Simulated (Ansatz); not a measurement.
An Ansatz input:

```yaml
crystal:
  lattice:
    - [-1.8586524567, 1.8586524567, 1.8586524567]
    - [1.8586524567, -1.8586524567, 1.8586524567]
    - [1.8586524567, 1.8586524567, -1.8586524567]
  atoms:
    - { symbol: In, position: [0.0, 0.0, 0.0] }
hamiltonian:
  xc: rpbe
  pseudopotentials:
    kind: paw
    azcp:
      In: "pseudopotentials/In.paw.azcp"
basis:
  ecutwfc: 420
  fft_grid_basis: typed
kpoints:
  mp_grid: { grid: [13, 13, 13], shift: [0, 0, 0] }
magnetization:
  spin_polarized: false
scf:
  occupations: { method: fermi_dirac, width: 0.1 }
  lower_state_search: "off"
output:
  stress: true
```

and its output:

```
Engine: ansatz 0.2.0, aarch64-unknown-linux-gnu
Pseudopotentials: kind: paw
Pseudopotential: In, paw, valence charge 13, recommended cutoff 420 eV (normal) 
Functional definition: RPBE
  parameter kappa = 0.804
  parameter beta = 0.06672455060314922
  exchange = rpbe_x(kappa = kappa, mu = beta*pi^2/3)
  correlation = pbe_c(beta = beta)
Crystal: 1 atoms, lattice volume = 25.684 Å³
Basis set: ecut = 420 eV, 531 PW (Γ)
Bands: 11, of which v1, the nominal top of the filled ones, is band 7 counted from 1 (6 counted from 0)
Symmetry: 48 space group operations
Space group: Im-3m (ITA 229), of the structure as read, at distance tolerance 3.0e-5 Å
k-points: 84 of 2197
Non-local potential: In, projectors of the file, l = 0: 2, l = 1: 2, l = 2: 2, l = 3: 2
PAW form: soft (Blöchl's): semilocal exchange-correlation on the pseudo side does not see the compensation charge
PAW frozen core: In, regenerated for the run's functional, and the local potential with it (the file was generated under x = pbe(κ = 0.804, μ = 0.2195149727645171), c = pbe(β = 0.06672455060314922))
PAW one-centre angular grid: In, 590 points (default); XC on 64 Gauss nodes
Initial density: superposition of atomic densities (neutral atoms: chi_scale 0, normalization atom), corrected by the library's trained network
Initial wavefunctions: pseudopotential atomic-orbital guess
Functional: x = rpbe, c = pbe(β = 0.06672455060314922)
SCF iter   1: F=—  HF=-5606.224041 eV  |F-HF|=—  |Δ(HF+E_count)|=         —  Δρ=3.59e-3  dr2=1.63e-3  ethr=1.77e-3  ⟨swp⟩=5.0  Hψ=5418  notcnv=0
SCF iter   2: F=—  HF=-5606.223470 eV  |F-HF|=—  |Δ(HF+E_count)|=   5.71e-4  Δρ=1.54e-3  dr2=3.02e-4  ethr=1.26e-5  ⟨swp⟩=2.4  Hψ=2085  notcnv=0
SCF iter   3: F=—  HF=-5606.223507 eV  |F-HF|=—  |Δ(HF+E_count)|=   3.71e-5  Δρ=4.42e-4  dr2=3.08e-5  ethr=2.32e-6  ⟨swp⟩=2.0  Hψ=1265  notcnv=0
SCF iter   4: F=—  HF=-5606.223519 eV  |F-HF|=—  |Δ(HF+E_count)|=   1.14e-5  Δρ=9.17e-5  dr2=2.76e-6  ethr=2.37e-7  ⟨swp⟩=2.2  Hψ=1255  notcnv=0
iter 5 did not close the SCF: its close was put off for the readings that it lacked (scf_convergence_deferred on its scf_iter line)
SCF iter   5: F=-5606.223519 eV  HF=-5606.223519 eV  |F-HF|=2.81e-8  |Δ(HF+E_count)|=   1.07e-7  Δρ=1.14e-5  dr2=2.37e-8  ethr=2.13e-8  ⟨swp⟩=2.4  Hψ=1389  notcnv=0
SCF iter   6: F=-5606.223519 eV  HF=-5606.223519 eV  |F-HF|=3.96e-10  |Δ(HF+E_count)|=   2.87e-8  Δρ=2.13e-6  dr2=6.25e-10  ethr=1.82e-10  ⟨swp⟩=1.8  Hψ=2854  notcnv=0
SCF 1 converged in 6 iterations: F = -5606.223519 eV  dr2 = 6.25e-10
SCF converged after 6 iterations
Free energy (F): -5606.223519 eV
Harris-Foulkes:  -5606.223519 eV  (|F-HF|=3.96e-10)
Internal energy: -5606.208890 eV  (E = F + TS)
E sigma→0 (E₀):  -5606.216204 eV
Entropy (-TS):   -0.014629 eV (-14.629 meV/atom)
Fermi energy:    10.675759 eV
--- Per-component energies (eV) ---
  E_band       = -19.085820
  E_kinetic    = 241.496793
  E_local      = -1063.130006  (includes V_loc(G=0)·N_el)
  E_nonlocal   = 365.826746
  E_hartree    = 417.711732
  E_xc         = -216.555659
  E_vxc        = -99.675639  (∫ρ·V_xc dr)
  E_paw        = -4160.410646  (= ΣΔE_a)
  E_vpaw       = -299.026707  (= ΣTr[D̂ρ^β])
  E_aug_tail   = 0.000026  (compensation charges beyond the density's cutoff)
  E_ewald      = -1191.215234
  E_core_change = 0.067356  (= ΣΔE_core)
  E_smearing   = -0.014629  (= −TS)
  E_closure    = 0.000000  (closes the sum)
  Σ components = -5606.223519   (vs F -5606.223519, Δ=0.00e0)
--- Stress (GPa, compression-positive) ---
        5.027210      -0.000000       0.000000
       -0.000000       5.027210       0.000000
       -0.000000       0.000000       5.027210
  P = ⅓ Tr σ = 5.0272 GPa (50.272 kbar)
```
